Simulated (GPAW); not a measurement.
# ZnO (Pm-3m) in GPAW: convergence with grid spacing (A)

Aim: find how far grid spacing (A) must go before the results for ZnO settle, at PBE. This setting moves, with any that are tied to it; all else stays.

All numbers are computed with GPAW 26.7.0; they aren't measurements. Logs are shortened: lines on timing, memory, paths and dates and some standing lists are left out, and cuts for length are marked. The log counts tension as positive stress, the text compression.

### Step 1. Starting point

It takes space group Pm-3m (No. 221, cubic). The conventional cell has a = 2.688 Å, b = 2.688 Å, c = 2.688 Å, α = 90.00°, β = 90.00°, γ = 90.00°. Zn (site symmetry m-3m) has 8 O at 2.33 Å as nearest neighbours. O (site symmetry m-3m) has 8 Zn at 2.33 Å as nearest neighbours.

The cell was built by a generator and needn't be a form met in nature.

### Step 2. With grid spacing (A) 0.26

run.py

```python
from ase.dft.bandgap import bandgap
from ase.io import read, write
from gpaw import GPAW

atoms = read('POSCAR')

calc = GPAW(mode='fd',
            h=0.26,
            xc='PBE',
            kpts={'size': (10, 10, 10), 'gamma': True},
            occupations={'name': 'fermi-dirac', 'width': 0.05},
            nbands=18,
            convergence={'density': 1e-05, 'energy': 1e-05},
            maxiter=100,
            txt='gpaw.txt')
atoms.calc = calc
energy = atoms.get_potential_energy()
forces = atoms.get_forces()
calc.write('gs.gpw')
write('result.traj', atoms)
print(f'Energy: {energy:.6f} eV')
print('Forces (eV/A):')
print(forces.round(4))
print('Fermi level:', round(calc.get_fermi_level(), 4), 'eV')
print(f'Gap: {bandgap(calc)[0]:.4f} eV, direct: {bandgap(calc, direct=True)[0]:.4f} eV')
```

POSCAR

```
ZnO
1.0
    2.6882100000      0.0000000000      0.0000000000
    0.0000000000      2.6882100000      0.0000000000
    0.0000000000      0.0000000000      2.6882100000
Zn O
1 1
Direct
    0.0000000000      0.0000000000      0.0000000000
    0.5000000000      0.5000000000      0.5000000000
```

Potentials or basis: GPAW PAW data sets (gpaw-data 1.2.1), fd.

Run with:

```
OMP_NUM_THREADS=1 python run.py
```

gpaw.txt:

```text
__  _  _
 | _ |_)|_||  |
 |__||  | ||/\| - 26.7.0

Input parameters:
  mode=FD(),
  convergence={'density': 1e-05, 'energy': 1e-05},
  h=0.26,
  kpts=MonkhorstPack(size=(10, 10, 10), gamma=True),
  maxiter=100,
  nbands=18,
  occupations=Occupations(name='fermi-dirac', width=0.05),
  xc=XC(name='PBE')

Diagonalizing LCAO Hamiltonian
Converting LCAO to fd mode
   .------.
  /|      |
 * |      |
 | .-O----.
 |/      /
 Zn-----*

Atoms  # Å, Bohr magnetons
|   | symbol |        x |        y |        z |    initial magnetic moments |
|---|--------|----------|----------|----------|-----------------------------|
| 0 |     Zn | 0.000000 | 0.000000 | 0.000000 | ( 0.0000,  0.0000,  0.0000) |
| 1 |      O | 1.344105 | 1.344105 | 1.344105 | ( 0.0000,  0.0000,  0.0000) |

Unit cell  # Å
| periodic |        x |        y |        z |  lengths |    angles |
|----------|----------|----------|----------|----------|-----------|
|      yes | 2.688210 | 0.000000 | 0.000000 | 2.688210 | 90.000000 |
|      yes | 0.000000 | 2.688210 | 0.000000 | 2.688210 | 90.000000 |
|      yes | 0.000000 | 0.000000 | 2.688210 | 2.688210 | 90.000000 |

Number of symmetries: 48
Symmetry operations  # r_c * U_cc + t_c -> r_c
|    | kind |            matrix            |
|----|------|------------------------------|
|  0 |  E   |  1, 0, 0,  0, 1, 0,  0, 0, 1 |
|  1 |  σ   |  1, 0, 0,  0, 1, 0,  0, 0,-1 |
|  2 |  σ   |  1, 0, 0,  0, 0, 1,  0, 1, 0 |
|  3 |  C4  |  1, 0, 0,  0, 0, 1,  0,-1, 0 |
|  4 |  C4  |  1, 0, 0,  0, 0,-1,  0, 1, 0 |
|  5 |  σ   |  1, 0, 0,  0, 0,-1,  0,-1, 0 |
|  6 |  σ   |  1, 0, 0,  0,-1, 0,  0, 0, 1 |
|  7 |  C2  |  1, 0, 0,  0,-1, 0,  0, 0,-1 |
|  8 |  σ   |  0, 1, 0,  1, 0, 0,  0, 0, 1 |
|  9 |  C2  |  0, 1, 0,  1, 0, 0,  0, 0,-1 |
| 10 |  C3  |  0, 1, 0,  0, 0, 1,  1, 0, 0 |
| 11 |  S6  |  0, 1, 0,  0, 0, 1, -1, 0, 0 |
| 12 |  S6  |  0, 1, 0,  0, 0,-1,  1, 0, 0 |
| 13 |  C3  |  0, 1, 0,  0, 0,-1, -1, 0, 0 |
| 14 |  C4  |  0, 1, 0, -1, 0, 0,  0, 0, 1 |
| 15 |  S4  |  0, 1, 0, -1, 0, 0,  0, 0,-1 |
| 16 |  C3  |  0, 0, 1,  1, 0, 0,  0, 1, 0 |
| 17 |  S6  |  0, 0, 1,  1, 0, 0,  0,-1, 0 |
| 18 |  σ   |  0, 0, 1,  0, 1, 0,  1, 0, 0 |
| 19 |  C4  |  0, 0, 1,  0, 1, 0, -1, 0, 0 |
| 20 |  C2  |  0, 0, 1,  0,-1, 0,  1, 0, 0 |
| 21 |  S4  |  0, 0, 1,  0,-1, 0, -1, 0, 0 |
| 22 |  S6  |  0, 0, 1, -1, 0, 0,  0, 1, 0 |
| 23 |  C3  |  0, 0, 1, -1, 0, 0,  0,-1, 0 |
| 24 |  S6  |  0, 0,-1,  1, 0, 0,  0, 1, 0 |
| 25 |  C3  |  0, 0,-1,  1, 0, 0,  0,-1, 0 |
| 26 |  C4  |  0, 0,-1,  0, 1, 0,  1, 0, 0 |
| 27 |  σ   |  0, 0,-1,  0, 1, 0, -1, 0, 0 |
| 28 |  S4  |  0, 0,-1,  0,-1, 0,  1, 0, 0 |
| 29 |  C2  |  0, 0,-1,  0,-1, 0, -1, 0, 0 |
| 30 |  C3  |  0, 0,-1, -1, 0, 0,  0, 1, 0 |
| 31 |  S6  |  0, 0,-1, -1, 0, 0,  0,-1, 0 |
| 32 |  C4  |  0,-1, 0,  1, 0, 0,  0, 0, 1 |
| 33 |  S4  |  0,-1, 0,  1, 0, 0,  0, 0,-1 |
| 34 |  S6  |  0,-1, 0,  0, 0, 1,  1, 0, 0 |
| 35 |  C3  |  0,-1, 0,  0, 0, 1, -1, 0, 0 |
| 36 |  C3  |  0,-1, 0,  0, 0,-1,  1, 0, 0 |
| 37 |  S6  |  0,-1, 0,  0, 0,-1, -1, 0, 0 |
| 38 |  σ   |  0,-1, 0, -1, 0, 0,  0, 0, 1 |
| 39 |  C2  |  0,-1, 0, -1, 0, 0,  0, 0,-1 |
| 40 |  σ   | -1, 0, 0,  0, 1, 0,  0, 0, 1 |
| 41 |  C2  | -1, 0, 0,  0, 1, 0,  0, 0,-1 |
| 42 |  C2  | -1, 0, 0,  0, 0, 1,  0, 1, 0 |
| 43 |  S4  | -1, 0, 0,  0, 0, 1,  0,-1, 0 |
| 44 |  S4  | -1, 0, 0,  0, 0,-1,  0, 1, 0 |
| 45 |  C2  | -1, 0, 0,  0, 0,-1,  0,-1, 0 |
| 46 |  C2  | -1, 0, 0,  0,-1, 0,  0, 0, 1 |
| 47 |  i   | -1, 0, 0,  0,-1, 0,  0, 0,-1 |

BZ-sampling:
  Number of BZ points: 1000
  Number of IBZ points: 56

  Monkhorst-Pack size: [10, 10, 10]
  Monkhorst-Pack shift: [0.05, 0.05, 0.05]

K-points  # in reciprocal-cell coordinates
|     |                                coordinates |     weight |
|-----|--------------------------------------------|------------|
|   0 | (  0.00000000,   0.00000000,   0.00000000) | 0.00100000 |
|   1 | (  0.10000000,   0.00000000,   0.00000000) | 0.00600000 |
|   2 | (  0.10000000,   0.10000000,   0.00000000) | 0.01200000 |
|   3 | (  0.10000000,   0.10000000,   0.10000000) | 0.00800000 |
|   4 | (  0.20000000,   0.00000000,   0.00000000) | 0.00600000 |
|   5 | (  0.20000000,   0.10000000,   0.00000000) | 0.02400000 |
|   6 | (  0.20000000,   0.10000000,   0.10000000) | 0.02400000 |
|   7 | (  0.20000000,   0.20000000,   0.00000000) | 0.01200000 |
|   8 | (  0.20000000,   0.20000000,   0.10000000) | 0.02400000 |
|   9 | (  0.20000000,   0.20000000,   0.20000000) | 0.00800000 |
| ... |                                            |            |
|  55 | (  0.50000000,   0.50000000,   0.50000000) | 0.00100000 |

Uniform wave function grid shape: (np.int64(12), np.int64(12), np.int64(12))
Spin-components: 1 (collinear spins)
Bands:           18
Projectors:      11
Spin-degeneracy: 2
Datatype:        complex128

Parallelization:
  kpt:    1
  domain: 1
  band:   1

Density:
  Valence electrons: 18.0
  Components: 1
  Grid points: [12 12 12]
  Charge: 0.0  # |e|

Potential:
  Grid points: [12 12 12]

species:
  Zn:
    name:    Zinc
    Z:       30.0
    valence: 12
    core:    18
    charge:  0.0  # [|e|]
    compensation charges:
      type: gauss
      rc: 0.37  # [Å]
      lmax: 2
    cutoffs:
      filter: 2.14  # [Å]
      core: 2.28  # [Å]
    projectors
    | kind |    occ | energy [eV] | rcut [Å] |
    |------|--------|-------------|----------|
    |   4s |  2.000 |      -5.977 |    1.286 |
    |   4p |  0.000 |      -1.117 |    1.270 |
    |   3d | 10.000 |     -10.142 |    1.180 |
    |    s |        |      21.234 |    1.286 |
    |    p |        |      26.095 |    1.270 |
    |    d |        |      17.070 |    1.180 |

    Using partial waves for Zn as LCAO basis

  O:
    name:    Oxygen
    Z:       8.0
    valence: 6
    core:    2
    charge:  0.0  # [|e|]
    compensation charges:
      type: gauss
      rc: 0.21  # [Å]
      lmax: 2
    cutoffs:
      filter: 1.17  # [Å]
      core: 0.83  # [Å]
    projectors
    | kind |    occ | energy [eV] | rcut [Å] |
    |------|--------|-------------|----------|
    |   2s |  2.000 |     -23.961 |    0.688 |
    |   2p |  4.000 |      -9.029 |    0.598 |
    |    s |        |       3.251 |    0.688 |
    |    p |        |      18.182 |    0.598 |
    |    d |        |       0.000 |    0.619 |

    Using partial waves for O as LCAO basis

Reference energy: -50902.178954  # eV

eigensolver:
  PPCG
  Converge bands: occupied
  niter=2

density mixing:
  MSR1-Mixer
  Pratt-step length: 0.05
  Maximum mixing coefficient: 0.75
  Old densities: 10
  SVD Regularization: 0.005
  Good broyden scale: 1.0
  Trust region scale: 1.0
  Backstep threshold: 4.0
  History deletion threshold: 6.0
  Fourier metric: weight=20.0, sigma=0.015

occupation numbers:
  Fermi-Dirac:
    width: 0.0500  # eV

FastPoissonSolver using
    Stencil: 6*3+1=19 point O(h^6) finite-difference Laplacian
    FFT axes: [np.int64(0), np.int64(1), np.int64(2)]
    FST axes: []

xc functional:
  name: PBE with 2 nearest neighbor stencil
interpolation: tri-quintic # 5. degree polynomial

convergence criteria:
- Maximum integral of absolute [dens]ity change: 1e-05 electrons / valence electron
- Maximum [total energy] change in last 3 cyles: 1e-05 eV / valence electron
- Maximum integral of absolute [eigenst]ate change: 4e-08 eV^2 / valence electron
maximum number of iterations: 100

SCF iterations
|iter     | |      energy | eigst |  dens |
|---------|-|-------------|-------|-------|
|iter:   1| |  -10.021149 | +0.36 |       |
|iter:   2| |   -9.487469 | -0.65 | -0.98 |
|iter:   3| |   -8.207766 | -0.51 | -1.04 |
|iter:   4| |   -8.196707 | -1.65 | -1.60 |
|iter:   5| |   -8.194884 | -2.25 | -1.87 |
|iter:   6| |   -8.195138 | -3.02 | -2.71 |
|iter:   7| |   -8.195230 | -3.53 | -3.32 |
|iter:   8| |   -8.195239c| -4.23 | -3.95 |
|iter:   9| |   -8.195240c| -4.91 | -4.79 |
|iter:  10| |   -8.195240c| -5.51 | -5.22c|
|iter:  11| |   -8.195240c| -6.11 | -5.77c|
|iter:  12| |   -8.195240c| -6.76 | -6.14c|
|iter:  13| |   -8.195240c| -7.31 | -6.44c|
|iter:  14| |   -8.195240c| -7.74c| -6.74c|

Converged in 14 steps
Energy contributions relative to reference atoms: (reference = -50902.178954)

Energy contributions:
  Kinetic:          18.875625
  Coulomb:         -16.334535
  Zero:              0.735653
  External:          0.000000
  Xc:              -11.471691
  Entropy:          -0.000585
  Spinorbit:         0.000000
  ----------------------------
  Free energy:      -8.195533
  Extrapolated:     -8.195240

dipole moment: (-4.955264, -4.955264, -4.955264)  # |e|*Ang

Fermi level: 6.607
Eigenvalues  # (at kpt = [0.000, 0.000, 0.000])
| band index |      eig [eV] | occ [0-2] |
|------------|---------------|-----------|
|          0 |       -11.895 |     2.000 |
|        ... |               |           |
|          2 |         0.027 |     2.000 |
|          3 |         1.105 |     2.000 |
|          4 |         1.105 |     2.000 |
|          5 |         1.105 |     2.000 |
|          6 |         5.248 |     2.000 |
|          7 |         5.248 |     2.000 |
[... 8 lines left out ...]
|         16 |        37.986 |     0.000 |
|         17 |        39.994 |     0.000 |

No gap
No difference between direct/indirect transitions

Forces  # eV/Ang
|        x |        y |        z |
|----------|----------|----------|
| -0.00000 | -0.00000 | -0.00000 |  # Zn   0
|  0.00000 |  0.00000 |  0.00000 |  # O    1

# Writing to gs.gpw (mode='')
```

stdout:

```text
Energy: -8.195240 eV
Forces (eV/A):
[[-0. -0. -0.]
 [ 0.  0.  0.]]
Fermi level: 6.6065 eV
Gap: 0.0000 eV, direct: 0.0000 eV
```

Wall time 31 s (1 thread of Arm Neoverse V1, shared host); peak memory 0.19 GiB.

What came out:

| Quantity | Value |
| --- | --- |
| Free energy | -8.1955 eV |
| Band gap on the k mesh | none (metal or under the smearing width) |

### Step 3. With grid spacing (A) 0.23

run.py, as its differences from that of step 2:

```diff
@@ -7,3 +7,3 @@
 calc = GPAW(mode='fd',
-            h=0.26,
+            h=0.23,
             xc='PBE',
```

POSCAR is that of step 2.

Potentials or basis: GPAW PAW data sets (gpaw-data 1.2.1), fd.

Run with:

```
OMP_NUM_THREADS=1 python run.py
```

Wall time 30 s (1 thread of Arm Neoverse V1, shared host); peak memory 0.19 GiB.

Results:

```yaml
Free_energy: -8.1955 eV
Band_gap_on_the_k_mesh: none (metal or under the smearing width)
```

### Step 4. With grid spacing (A) 0.2

run.py, as its differences from that of step 3:

```diff
@@ -7,3 +7,3 @@
 calc = GPAW(mode='fd',
-            h=0.23,
+            h=0.2,
             xc='PBE',
```

POSCAR is that of step 3.

Run with:

```
OMP_NUM_THREADS=1 python run.py
```

It took 30 s on 1 thread of Arm Neoverse V1, shared host; peak memory 0.19 GiB.

It converged, with:

| Item | Value |
| --- | --- |
| Free energy | -8.1955 eV |
| Band gap on the k mesh | none (metal or under the smearing width) |

### Step 5. With grid spacing (A) 0.18

run.py, as its differences from that of step 4:

```diff
@@ -7,3 +7,3 @@
 calc = GPAW(mode='fd',
-            h=0.2,
+            h=0.18,
             xc='PBE',
```

POSCAR is that of step 4.

Run with:

```
OMP_NUM_THREADS=1 python run.py
```

Run time: 61 s. Hardware: 1 thread of Arm Neoverse V1, shared host; peak memory 0.28 GiB.

The run converged. Its results:

```yaml
Free_energy: -7.8927 eV
Band_gap_on_the_k_mesh: none (metal or under the smearing width)
```

### Step 6. With grid spacing (A) 0.16

run.py, as its differences from that of step 5:

```diff
@@ -7,3 +7,3 @@
 calc = GPAW(mode='fd',
-            h=0.18,
+            h=0.16,
             xc='PBE',
```

POSCAR is that of step 5.

Potentials or basis: GPAW PAW data sets (gpaw-data 1.2.1), fd.

Run with:

```
OMP_NUM_THREADS=1 python run.py
```

Wall time 63 s (1 thread of Arm Neoverse V1, shared host); peak memory 0.28 GiB.

The run converged. Its results:

- Free energy: -7.8927 eV
- Band gap on the k mesh: none (metal or under the smearing width)

### Step 7. With grid spacing (A) 0.14

run.py, as its differences from that of step 6:

```diff
@@ -7,3 +7,3 @@
 calc = GPAW(mode='fd',
-            h=0.16,
+            h=0.14,
             xc='PBE',
```

POSCAR is that of step 6.

Run with:

```
OMP_NUM_THREADS=1 python run.py
```

It took 1.8 min on 1 thread of Arm Neoverse V1, shared host; peak memory 0.44 GiB.

The run converged. Its results:

```yaml
Free_energy: -7.8448 eV
Band_gap_on_the_k_mesh: none (metal or under the smearing width)
```

### Step 8. With grid spacing (A) 0.12

run.py, as its differences from that of step 7:

```diff
@@ -7,3 +7,3 @@
 calc = GPAW(mode='fd',
-            h=0.14,
+            h=0.12,
             xc='PBE',
```

POSCAR is that of step 7.

Run with:

```
OMP_NUM_THREADS=1 python run.py
```

Run time: 3.1 min. Hardware: 1 thread of Arm Neoverse V1, shared host; peak memory 0.68 GiB.

Results (log left out):

| Item | Value |
| --- | --- |
| Free energy | -7.8336 eV |
| Band gap on the k mesh | none (metal or under the smearing width) |

### Step 9. The series at a glance

| grid spacing (A) | energy less the tightest run, at zero smearing (meV/atom) | SCF cycles | CPU time (s) | peak memory (GiB) |
| --- | --- | --- | --- | --- |
| 0.26 | -180.97 | 14 | 31 | 0.19 |
| 0.23 | -180.97 | 14 | 30 | 0.19 |
| 0.2 | -180.97 | 14 | 30 | 0.19 |
| 0.18 | -29.56 | 14 | 61 | 0.28 |
| 0.16 | -29.56 | 14 | 62 | 0.28 |
| 0.14 | -5.60 | 14 | 110 | 0.44 |
| 0.12 | 0.00 | 15 | 190 | 0.68 |

Not settled before the last step: the energy (to 1 meV/atom). The tightest run that finished is the yardstick and may itself not be fully converged.

Caveats: the real-space grid adds noise to forces.
